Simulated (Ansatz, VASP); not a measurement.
## One calculation of Hg, two programs

```
CELL_PARAMETERS angstrom
3.60154 0.00000 0.00000
-1.80077 3.11903 0.00000
0.00000 0.00000 5.57936
ATOMIC_POSITIONS crystal
Hg 0.66667 0.33333 0.75000
Hg 0.33333 0.66667 0.25000
```

Alike in both runs: functional PBE; k mesh 18 × 18 × 10; occupations gaussian, width 0.1 eV; no spin polarisation.

Ansatz relaxed the structure, and its values are those at the end. VASP's run is a single point on that final structure, the one shown.

|  | VASP | Ansatz |
| --- | --- | --- |
| version | VASP 6.6.1 | Ansatz 0.2.0 |
| potentials or method | VASP PAW PBE potentials, release 64 (Hg) | scalar-relativistic, plane waves, PAW |
| plane-wave cutoff (eV) | 520 | 420 |
| valence electrons in the cell | 24 | 40 |

|  | VASP | Ansatz | Ansatz less VASP |
| --- | --- | --- | --- |
| gap on the k mesh at the Fermi level (eV) | 0.31 | 0.30 | -0.009 |
| least direct gap on the mesh (eV) | 1.28 | 1.27 | -0.012 |
| pressure (GPa) | 0.0 | 0.0 | -0.04 |

With one functional, cell and mesh, what is left measures potentials, basis and numerics. The two sets of potentials don't hold the same shells in valence.

Caveats: spin-orbit coupling is left out, which moves the levels of the heavy elements.
